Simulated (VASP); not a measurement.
# Sn (Im-3m) in VASP: notebook

The runs below take Sn through single point, with PBEsol.

Program: VASP 6.6.1. These are calculated values, not measurements. Logs are shortened: lines on timing, memory, paths and dates and some standing lists are left out, and cuts for length are marked.

## 1. Starting point

Symmetry: Im-3m, No. 229, cubic system. The conventional cell has a = 3.789 Å, b = 3.789 Å, c = 3.789 Å, α = 90.00°, β = 90.00°, γ = 90.00°. Sn (site symmetry m-3m) is surrounded by 8 Sn at 3.28 Å.

This isn't the form of Sn at room conditions, which is tetragonal (white tin).

## 2. Single point, PBEsol

Input file INCAR:

```
SYSTEM = Sn
PREC = Accurate
ENCUT = 500
EDIFF = 1E-6
ISMEAR = -1
SIGMA = 0.1
LREAL = .False.
LASPH = .True.
NELM = 100
ALGO = Normal
ISIF = 2
LWAVE = .False.
LCHARG = .False.
GGA = PS
NBANDS = 13
ADDGRID = .False.
```

Input file KPOINTS:

```
Automatic mesh
0
Gamma
  7 7 7
  0 0 0
```

Input file POSCAR:

```
Sn
1.0
   -1.8946518192      1.8946518192      1.8946518192
    1.8946518192     -1.8946518192      1.8946518192
    1.8946518192      1.8946518192     -1.8946518192
Sn
1
Direct
    0.0000000000      0.0000000000      0.0000000000
```

Potentials or basis: VASP PAW PBE potentials, release 64 (Sn_d).

Launch:

```sh
$ cat potpaw_PBE.64/Sn_d/POTCAR > POTCAR
$ mpirun -np 1 vasp_std > vasp.out
```

OUTCAR:

```text
SYSTEM = Sn
   PREC = Accurate
   ENCUT = 500
   EDIFF = 1E-6
   ISMEAR = -1
   LREAL = .False.
   LASPH = .True.
   NELM = 100
   ISIF = 2
   GGA = PS

 Found     20 irreducible k-points:

 Following reciprocal coordinates:
            Coordinates               Weight
  0.000000  0.000000  0.000000      1.000000
  0.142857  0.000000  0.000000     12.000000
  0.285714  0.000000  0.000000     12.000000
  0.428571  0.000000  0.000000     12.000000
  0.142857  0.142857  0.000000     24.000000
  0.285714  0.142857  0.000000     48.000000
   k-points           NKPTS =     20   k-points in BZ     NKDIM =     20   number of bands    NBANDS=     13
   number of dos      NEDOS =    301   number of ions     NIONS =      1
   total plane-waves  NPLWV =  13824
   dimension x,y,z NGX =    24 NGY =   24 NGZ =   24
   dimension x,y,z NGXF=    48 NGYF=   48 NGZF=   48
   ions per type =               1
   NGX,Y,Z   is equivalent  to a cutoff of  12.16, 12.16, 12.16 a.u.
   NGXF,Y,Z  is equivalent  to a cutoff of  24.32, 24.32, 24.32 a.u.
 SYSTEM =  Sn
   PREC   = accura    normal or accurate (medium, high low for compatibility)
   ISTART =      0    job   : 0-new  1-cont  2-samecut
   ICHARG =      2    charge: 1-file 2-atom 10-const
   ISPIN  =      1    spin polarized calculation?
   LNONCOLLINEAR =      F non collinear calculations
   LSORBIT =      F    spin-orbit coupling
   LASPH  =      T    aspherical Exc in radial PAW
   ENCUT  =  500.0 eV  36.75 Ry    6.06 a.u.   5.98  5.98  5.98*2*pi/ulx,y,z
   NELM   =    100;   NELMIN=  2; NELMDL= -5     # of ELM steps
   EDIFF  = 0.1E-05   stopping-criterion for ELM
   LREAL  =      F    real-space projection
   EDIFFG = 0.1E-04   stopping-criterion for IOM
   NSW    =      0    number of steps for IOM
   IBRION =     -1    ionic relax: 0-MD 1-quasi-New 2-CG
   NFREE  =      0    steps in history (QN), initial steepest desc. (CG)
   ISIF   =      2    stress and relaxation
   ISYM   =      2    0-nonsym 1-usesym 2-fastsym
   POTIM  = 0.5000    time-step for ionic-motion
   TEBEG  =    0.0;   TEEND  =   0.0 temperature during run
   PSTRESS=    0.0 pullay stress
   NELECT =      14.0000    total number of electrons
   NUPDOWN=      -1.0000    fix difference up-down
   EMIN   =  10.00;   EMAX   =-10.00  energy-range for DOS
   EFERMI =   0.00;   METHOD = LEGACY
   ISMEAR =    -1;   SIGMA  =   0.10  broadening in eV -4-tet -1-fermi 0-gaus
   EFERMI_NEDOS =   21; number of points for ismear=-14 and -15
   IALGO  =     38    algorithm
   IMIX   =      4    mixing-type and parameters
     AMIX     =   0.40;   BMIX     =  1.00
     AMIX_MAG =   1.60;   BMIX_MAG =  1.00
  volume/ion in A,a.u.               =      27.20       183.59
  Fermi-wavevector in a.u.,A,eV,Ry     =   1.311902  2.479136 23.416813  1.721087
  Thomas-Fermi vector in A             =   2.442332
   LORBIT       =      0    0 simple, 1 ext, 2 COOP (PROOUT), +10 PAW based schemes
   GGA     = PS    functional components
   LHFCALC =     F    Hartree Fock is set to
   AEXX    =    0.0000 exact exchange contribution
   IVDW    =     0    specifies the selected vdW correction
   LEPSILON=     F    determine dielectric tensor
   LRPA    =     F    only Hartree local field effects (RPA)
 non-spin polarized calculation
  energy-cutoff  :      500.00
  volume of cell :       27.20
 maximum number of plane-waves:       703
   NGX = 11   NGY = 11   NGZ = 11

 number of electron      13.9999996 magnetization

 Free energy of the ion-electron system (eV)
  ---------------------------------------------------
  ext. energy  EPLUGINS =         0.00000000
  ---------------------------------------------------
  free energy    TOTEN  =        -4.26121513 eV

  energy without entropy =       -4.24236041  energy(sigma->0) =       -4.25178777

 E-fermi :   8.1257     XC(G=0): -10.4995

 val. band max:        7.8979290426   @ k =   0.1429   0.1429   0.1429
 cond. band min:       8.2782030348   @ k =   0.2857   0.1429   0.1429
 fundamental gap:      0.3802739922
 Fermi energy:         8.1257119125

 k-point     1 :       0.0000    0.0000    0.0000
  band No.  band energies     occupation
      1     -13.5194      2.00000
      2     -13.5194      2.00000
      3     -13.5194      2.00000
      4     -13.3800      2.00000
      5     -13.3800      2.00000
      6      -3.1723      2.00000
      7      15.8621      0.00000
      8      15.8621      0.00000
      9      15.8621      0.00000
     10      20.0375      0.00000
     11      20.0375      0.00000
     12      20.0375      0.00000
     13      20.6652      0.00000

 k-point     2 :       0.1429    0.0000    0.0000
  band No.  band energies     occupation
      1     -13.5281      2.00000
      2     -13.5074      2.00000
      3     -13.4781      2.00000
      4     -13.3892      2.00000
      5     -13.3812      2.00000
      6      -2.7272      2.00000
      7      12.8288      0.00000
      8      14.4981      0.00000
      9      15.2988      0.00000
     10      17.8898      0.00000
     11      18.2608      0.00000
     12      19.6738      0.00000
     13      21.5928      0.00000

 k-point     3 :       0.2857    0.0000    0.0000
  band No.  band energies     occupation
      1     -13.5476      2.00000
      2     -13.4935      2.00000
      3     -13.3989      2.00000
      4     -13.3839      2.00000
      5     -13.3837      2.00000
      6      -1.3934      2.00000
      7       8.3165      0.25843
      8      12.6841      0.00000
      9      14.1757      0.00000
     10      16.5682      0.00000
     11      16.9231      0.00000
     12      20.5954      0.00000
     13      22.4466      0.00000

 k-point     4 :       0.4286    0.0000    0.0000
  band No.  band energies     occupation
      1     -13.5632      2.00000
      2     -13.5007      2.00000
      3     -13.3902      2.00000
      4     -13.3857      2.00000
      5     -13.3068      2.00000
      6       0.7199      2.00000
      7       4.4897      2.00000
      8      11.6493      0.00000
      9      13.4420      0.00000
     10      15.9430      0.00000
     11      16.2638      0.00000
     12      22.3797      0.00000
     13      23.5859      0.00000

 k-point     5 :       0.1429    0.1429    0.0000
  band No.  band energies     occupation
      1     -13.5295      2.00000
      2     -13.5020      2.00000
      3     -13.4137      2.00000
      4     -13.4006      2.00000
      5     -13.3832      2.00000
      6      -1.8370      2.00000
      7      10.1881      0.00000
      8      11.7850      0.00000
      9      13.8807      0.00000
     10      17.9065      0.00000
     11      18.2465      0.00000
     12      20.3647      0.00000
     13      22.2035      0.00000

 k-point     6 :       0.2857    0.1429    0.0000
  band No.  band energies     occupation
      1     -13.5420      2.00000
      2     -13.4867      2.00000
      3     -13.4000      2.00000
      4     -13.3902      2.00000
      5     -13.3421      2.00000
      6      -0.0877      2.00000
      7       6.5042      2.00000
      8       9.8998      0.00000
      9      12.7895      0.00000
     10      17.1553      0.00000
     11      19.2047      0.00000
     12      20.3878      0.00000
     13      24.3121      0.00000

 [... further k-points ...]
[... 5 lines left out ...]
  --------------------------------------------------------------------------------------
  -------------------------------------------------------------------------------------
  Total       -0.3119942     -0.3119942     -0.3119942      0.0000000      0.0000000      0.0000000
  in kB      -18.3742201    -18.3742201    -18.3742201      0.0000000      0.0000000      0.0000000
  external PRESSURE =     -18.3742201 kB  Pullay stress =       0.0000000 kB

 VOLUME and BASIS-vectors are now :
 -----------------------------------------------------------------------------
  energy-cutoff  :      500.00
  volume of cell :       27.20
      direct lattice vectors                 reciprocal lattice vectors
    -1.894651819  1.894651819  1.894651819     0.000000000  0.263900731  0.263900731
     1.894651819 -1.894651819  1.894651819     0.263900731  0.000000000  0.263900731
     1.894651819  1.894651819 -1.894651819     0.263900731  0.263900731  0.000000000

 POSITION                                       TOTAL-FORCE (eV/Angst)
 -----------------------------------------------------------------------------------
      0.00000      0.00000      0.00000         0.000000      0.000000     -0.000000
 -----------------------------------------------------------------------------------
    total drift:                               -0.000000      0.000000      0.000000

  FREE ENERGIE OF THE ION-ELECTRON SYSTEM (eV)
  ---------------------------------------------------
  free  energy   TOTEN  =        -4.2612151306 eV

  energy  without entropy=       -4.2423604097  energy(sigma->0) =       -4.25178777
```

Wall time 4.2 s (1 thread of Intel Xeon Platinum 8375C at 2.90GHz (Ice Lake), shared host); peak memory 0.13 GiB.

These settings aren't checked as converged: the numbers below hold their error.

What came out:

```yaml
Free_energy: -4.2612 eV
Pressure: -1.8 GPa
Band_gap_on_the_k_mesh: none (metal or under the smearing width)
```

Caveat: the PAW data sets were made with another functional, which shifts forces and pressure a little.

## 3. Single point, PBEsol

Changes to INCAR since step 2:

```diff
@@ -2,3 +2,3 @@
 PREC = Accurate
-ENCUT = 500
+ENCUT = 250
 EDIFF = 1E-6
```

Input file KPOINTS:

```
Automatic mesh
0
Gamma
  10 10 10
  0 0 0
```

POSCAR is that of step 2.

Potentials or basis: VASP PAW PBE potentials, release 64 (Sn_d).

Launch:

```sh
$ cat potpaw_PBE.64/Sn_d/POTCAR > POTCAR
$ mpirun -np 1 vasp_std > vasp.out
```

Run time: 4.2 s. Hardware: 1 thread of Intel Xeon Platinum 8375C at 2.90GHz (Ice Lake), shared host; peak memory 0.11 GiB.

The run converged, but some of its settings lie outside the range that counts as converged, so its numbers aren't taken as properties of the crystal.

What came out:

- Free energy: -4.2213 eV
- Band gap on the k mesh: none (metal or under the smearing width)

Caveat: the cutoff is under 1.25 times the usual one of these potentials, so pressure, stress and relaxed cells hold a basis-set (Pulay) error; the PAW data sets were made with another functional, which shifts forces and pressure a little.

## 4. Single point, PBEsol

Changes to INCAR since step 3:

```diff
@@ -2,3 +2,3 @@
 PREC = Accurate
-ENCUT = 250
+ENCUT = 600
 EDIFF = 1E-6
```

Input file KPOINTS:

```
Automatic mesh
0
Gamma
  7 7 7
  0 0 0
```

POSCAR is that of step 3.

Potentials or basis: VASP PAW PBE potentials, release 64 (Sn_d).

Launch:

```sh
$ cat potpaw_PBE.64/Sn_d/POTCAR > POTCAR
$ mpirun -np 1 vasp_std > vasp.out
```

OUTCAR:

```text
SYSTEM = Sn
   PREC = Accurate
   ENCUT = 600
   EDIFF = 1E-6
   ISMEAR = -1
   LREAL = .False.
   LASPH = .True.
   NELM = 100
   ISIF = 2
   GGA = PS

 Found     20 irreducible k-points:

 Following reciprocal coordinates:
            Coordinates               Weight
  0.000000  0.000000  0.000000      1.000000
  0.142857  0.000000  0.000000     12.000000
  0.285714  0.000000  0.000000     12.000000
  0.428571  0.000000  0.000000     12.000000
  0.142857  0.142857  0.000000     24.000000
  0.285714  0.142857  0.000000     48.000000
   k-points           NKPTS =     20   k-points in BZ     NKDIM =     20   number of bands    NBANDS=     13
   number of dos      NEDOS =    301   number of ions     NIONS =      1
   total plane-waves  NPLWV =  21952
   dimension x,y,z NGX =    28 NGY =   28 NGZ =   28
   dimension x,y,z NGXF=    56 NGYF=   56 NGZF=   56
   ions per type =               1
   NGX,Y,Z   is equivalent  to a cutoff of  14.18, 14.18, 14.18 a.u.
   NGXF,Y,Z  is equivalent  to a cutoff of  28.37, 28.37, 28.37 a.u.
 SYSTEM =  Sn
   PREC   = accura    normal or accurate (medium, high low for compatibility)
   ISTART =      0    job   : 0-new  1-cont  2-samecut
   ICHARG =      2    charge: 1-file 2-atom 10-const
   ISPIN  =      1    spin polarized calculation?
   LNONCOLLINEAR =      F non collinear calculations
   LSORBIT =      F    spin-orbit coupling
   LASPH  =      T    aspherical Exc in radial PAW
   ENCUT  =  600.0 eV  44.10 Ry    6.64 a.u.   6.55  6.55  6.55*2*pi/ulx,y,z
   NELM   =    100;   NELMIN=  2; NELMDL= -5     # of ELM steps
   EDIFF  = 0.1E-05   stopping-criterion for ELM
   LREAL  =      F    real-space projection
   EDIFFG = 0.1E-04   stopping-criterion for IOM
   NSW    =      0    number of steps for IOM
   IBRION =     -1    ionic relax: 0-MD 1-quasi-New 2-CG
   NFREE  =      0    steps in history (QN), initial steepest desc. (CG)
   ISIF   =      2    stress and relaxation
   ISYM   =      2    0-nonsym 1-usesym 2-fastsym
   POTIM  = 0.5000    time-step for ionic-motion
   TEBEG  =    0.0;   TEEND  =   0.0 temperature during run
   PSTRESS=    0.0 pullay stress
   NELECT =      14.0000    total number of electrons
   NUPDOWN=      -1.0000    fix difference up-down
   EMIN   =  10.00;   EMAX   =-10.00  energy-range for DOS
   EFERMI =   0.00;   METHOD = LEGACY
   ISMEAR =    -1;   SIGMA  =   0.10  broadening in eV -4-tet -1-fermi 0-gaus
   EFERMI_NEDOS =   21; number of points for ismear=-14 and -15
   IALGO  =     38    algorithm
   IMIX   =      4    mixing-type and parameters
     AMIX     =   0.40;   BMIX     =  1.00
     AMIX_MAG =   1.60;   BMIX_MAG =  1.00
  volume/ion in A,a.u.               =      27.20       183.59
  Fermi-wavevector in a.u.,A,eV,Ry     =   1.311902  2.479136 23.416813  1.721087
  Thomas-Fermi vector in A             =   2.442332
   LORBIT       =      0    0 simple, 1 ext, 2 COOP (PROOUT), +10 PAW based schemes
   GGA     = PS    functional components
   LHFCALC =     F    Hartree Fock is set to
   AEXX    =    0.0000 exact exchange contribution
   IVDW    =     0    specifies the selected vdW correction
   LEPSILON=     F    determine dielectric tensor
   LRPA    =     F    only Hartree local field effects (RPA)
 non-spin polarized calculation
  energy-cutoff  :      600.00
  volume of cell :       27.20
 maximum number of plane-waves:       935
 NGX is ok and might be reduce to    28
   NGX = 13   NGY = 13   NGZ = 13

 number of electron      13.9999996 magnetization

 Free energy of the ion-electron system (eV)
  ---------------------------------------------------
  ext. energy  EPLUGINS =         0.00000000
  ---------------------------------------------------
  free energy    TOTEN  =        -4.26156072 eV

  energy without entropy =       -4.24270765  energy(sigma->0) =       -4.25213418

 E-fermi :   8.1255     XC(G=0): -10.4995

 val. band max:        7.8976431031   @ k =   0.1429   0.1429   0.1429
 cond. band min:       8.2780315970   @ k =   0.2857   0.1429   0.1429
 fundamental gap:      0.3803884939
 Fermi energy:         8.1255297456

 k-point     1 :       0.0000    0.0000    0.0000
  band No.  band energies     occupation
      1     -13.5196      2.00000
      2     -13.5196      2.00000
      3     -13.5196      2.00000
      4     -13.3802      2.00000
      5     -13.3802      2.00000
      6      -3.1725      2.00000
      7      15.8617      0.00000
      8      15.8617      0.00000
      9      15.8617      0.00000
     10      20.0375      0.00000
     11      20.0375      0.00000
     12      20.0375      0.00000
     13      20.6651      0.00000
[... 65 lines left out ...]
 k-point     6 :       0.2857    0.1429    0.0000
  band No.  band energies     occupation
      1     -13.5422      2.00000
      2     -13.4868      2.00000
      3     -13.4001      2.00000
      4     -13.3903      2.00000
      5     -13.3422      2.00000
      6      -0.0879      2.00000
      7       6.5039      2.00000
      8       9.8996      0.00000
      9      12.7893      0.00000
     10      17.1552      0.00000
     11      19.2045      0.00000
     12      20.3877      0.00000
     13      24.3120      0.00000

 [... further k-points ...]
[... 5 lines left out ...]
  --------------------------------------------------------------------------------------
  -------------------------------------------------------------------------------------
  Total       -0.3063640     -0.3063640     -0.3063640      0.0000000     -0.0000000      0.0000000
  in kB      -18.0426424    -18.0426424    -18.0426424      0.0000000     -0.0000000      0.0000000
  external PRESSURE =     -18.0426424 kB  Pullay stress =       0.0000000 kB

 VOLUME and BASIS-vectors are now :
 -----------------------------------------------------------------------------
  energy-cutoff  :      600.00
  volume of cell :       27.20
      direct lattice vectors                 reciprocal lattice vectors
    -1.894651819  1.894651819  1.894651819     0.000000000  0.263900731  0.263900731
     1.894651819 -1.894651819  1.894651819     0.263900731  0.000000000  0.263900731
     1.894651819  1.894651819 -1.894651819     0.263900731  0.263900731  0.000000000

 POSITION                                       TOTAL-FORCE (eV/Angst)
 -----------------------------------------------------------------------------------
      0.00000      0.00000      0.00000        -0.000000      0.000000     -0.000000
 -----------------------------------------------------------------------------------
    total drift:                               -0.000000     -0.000000     -0.000000

  FREE ENERGIE OF THE ION-ELECTRON SYSTEM (eV)
  ---------------------------------------------------
  free  energy   TOTEN  =        -4.2615607157 eV

  energy  without entropy=       -4.2427076465  energy(sigma->0) =       -4.25213418
```

stdout:

```text
POSCAR found type information on POSCAR Sn
 POSCAR found :  1 types and       1 ions
 scaLAPACK will be used
 -----------------------------------------------------------------------------
|                                                                             |
|                                                                             |
|     You enforced a specific xc type in the INCAR file but a different       |
|     I HOPE YOU KNOW WHAT YOU ARE DOING!                                     |
|                                                                             |
 -----------------------------------------------------------------------------

 LDA part: xc-table for (Slater+PW92), standard interpolation
 POSCAR, INCAR and KPOINTS ok, starting setup
 FFT: planning ... GRIDC
 FFT: planning ... GRID_SOFT
 FFT: planning ... GRID
 WAVECAR not read
 entering main loop
```

Run time: 9.1 s. Hardware: 1 thread of Intel Xeon Platinum 8375C at 2.90GHz (Ice Lake), shared host; peak memory 0.15 GiB.

The run converged, but some of its settings lie outside the range that counts as converged, so its numbers aren't taken as properties of the crystal.

What came out:

| Item | Value |
| --- | --- |
| Free energy | -4.2616 eV |
| Pressure | -1.8 GPa |
| Band gap on the k mesh | none (metal or under the smearing width) |

Caveat: the PAW data sets were made with another functional, which shifts forces and pressure a little.

## 5. The reference run

An earlier run on the cell as given: functional PBE; potentials or basis VASP PAW PBE potentials, release 64 (Sn_d); cutoff 520 eV; k mesh 10 × 10 × 10; occupations fermi-dirac, width 0.05 eV; no spin polarisation.

- Pressure: 0.6 GPa
- Band gap on the k mesh: none (metal or under the smearing width)
